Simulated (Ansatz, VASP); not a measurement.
# One calculation of Ta, two programs

The input INCAR:

```
SYSTEM = Ta
PREC = Accurate ; ENCUT = 520
EDIFF = 1E-6 ; ISMEAR = -1
SIGMA = 0.15 ; LREAL = .False.
LASPH = .True. ; NELM = 80
ALGO = Normal ; ISIF = 2
LWAVE = .False. ; LCHARG = .False.
GGA = PE ; NBANDS = 12
```

File KPOINTS:

```
Automatic mesh
0
Gamma
  10 10 10
  0 0 0
```

Contents of POSCAR:

```
Ta
1.0
   -1.6512800000      1.6512800000      1.6512800000
    1.6512800000     -1.6512800000      1.6512800000
    1.6512800000      1.6512800000     -1.6512800000
Ta
1
Direct
    0.0000000000      0.0000000000      0.0000000000
```

Input for Ansatz:

```yaml
crystal:
  lattice:
    - [-1.65128, 1.65128, 1.65128]
    - [1.65128, -1.65128, 1.65128]
    - [1.65128, 1.65128, -1.65128]
  atoms:
    - { symbol: Ta, position: [0.0, 0.0, 0.0] }
basis:
  ecutwfc: 500.0
kpoints:
  mp_grid:
    grid: [10, 10, 10]
hamiltonian:
  xc: pbe
scf:
  occupations:
    method: fermi_dirac
    width: 0.15
output:
  stress: true
```

Alike in both runs: task single point; functional PBE; k mesh 10 × 10 × 10; occupations fermi-dirac, width 0.15 eV; no spin polarisation.

```csv
,VASP,Ansatz
version,VASP 6.6.1,Ansatz 0.2.0
potentials or method,"VASP PAW PBE potentials, release 64 (Ta_pv)","plane waves, PAW"
plane-wave cutoff (eV),520,500
valence electrons in the cell,11,13
```

Ansatz gave:

```
pressure (GPa) : 4.2
```

Question: Estimate VASP's values.

Answer: Pressure (GPa): 4.3.

With one functional, cell and mesh, what is left measures potentials, basis and numerics. The two sets of potentials don't hold the same shells in valence.

Spin-orbit coupling is left out, which matters for the levels of Ta.
